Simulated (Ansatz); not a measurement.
AlP at 12 GPa: from Born charge to LO–TO splitting and polaron coupling

Method: DFT PBE, scalar-relativistic, plane waves, PAW (Ansatz). Cutoff 420 eV, 10×10×10 k-points (Γ-centred), fixed occupations. No spin polarisation. Phonons by linear response, acoustic sum rule imposed.

The cell, relaxed at 12 GPa:
```
CELL_PARAMETERS angstrom
0.00000 2.65065 2.65065
2.65065 0.00000 2.65065
2.65065 2.65065 0.00000
ATOMIC_POSITIONS crystal
Al 0.00000 0.00000 0.00000
P 0.75000 0.75000 0.75000
```

Linear response gives ν_TO = 488.9 cm⁻¹, Born charges ±2.178 e (positive on Al) and ε∞ = 8.040. The primitive cell holds 37.247 Å³, and the masses are 26.982 and 30.974 amu.

Question: Find ν_LO and the static dielectric constant.

Answer: The long-wave field adds a restoring force: ω_LO² − ω_TO² = Z*²e²/(ε_vac ε∞ μV). In these units ν_LO² − ν_TO² = 4.92064×10⁷ Z*²/(μ V ε∞) cm⁻², with μ = m₁m₂/(m₁ + m₂) = 14.420 amu: 54072 cm⁻². So ν_LO = √(488.9² + 54072) = 541.4 cm⁻¹, and the run gives 541.4. Lyddane–Sachs–Teller then gives ε0 = ε∞ (ν_LO/ν_TO)² = 9.86, against 9.86 in the run (it forms both from the same three quantities, so the match checks the arithmetic only). Between ν_TO and ν_LO the dielectric function is negative and an undamped crystal reflects fully: a reststrahlen band from 18.5 to 20.5 μm.

Question: What do the Clausius–Mossotti polarisability and the Szigeti charge come to?

Answer: With the Lorentz local field, α = (3V/4π)(ε∞ − 1)/(ε∞ + 2) = 6.24 Å³ for the pair, and e_S = 3Z*/(ε∞ + 2) = 0.65 e. The Born charge includes the electrons' response to the dipole's own local field, and e_S takes that enhancement out. The Lorentz field assumes point-like polarisable ions, a poor picture once ε∞ is this large, since the electron clouds then overlap or are shared, so both numbers are formal here.

Question: How strongly does a slow electron couple to the LO mode?

Answer: For one isotropic parabolic band, Fröhlich's constant is α_F = (1/ε∞ − 1/ε0) √(m* Ry/ħω_LO), with Ry = 13.606 eV, ħω_LO = 67.1 meV and m* in free-electron masses: α_F = 0.0229 × 14.24 × √m* = 0.33 √m*. The band mass isn't part of this run; for m* = 0.1, 0.3 and 1 it gives 0.10, 0.18, 0.33. In weak coupling the polaron lies α_F ħω_LO below the band edge (12 meV at m* = 0.3) with a mass m*(1 + α_F/6); past α_F of about 5 or 6 that expansion fails. A semilocal functional's ε∞ tends to be too large, which taken alone lowers α_F.

Cost: 1 run of about 0.69 core-minutes, on Arm Neoverse V1 (shared hosts).

Zinc-blende AlP at this pressure behaves as a polar but largely covalent semiconductor. The Born charge of 2.178 e lies below aluminium's formal oxidation state, as expected for sp³ bonds polarised towards the more electronegative phosphorus, though it measures charge moved by displacement, not static ionicity. Electronic screening dominates: the lattice raises the dielectric constant only from 8.040 to 9.86. The polar field is thus well screened, and the stiff bonds between light atoms keep the optical frequencies high. Both effects hold the Fröhlich coupling down, so it stays weak for all three trial masses.

For real conduction electrons the single-mass estimate is only a guide, because the conduction minimum of AlP lies near X, where the longitudinal and transverse masses differ and intervalley scattering adds a channel outside the Fröhlich model. A real TO frequency at the zone centre doesn't establish that zinc blende is the stable phase at 12 GPa; that would need enthalpies of the competing, more highly coordinated structures, such as the NiAs type.
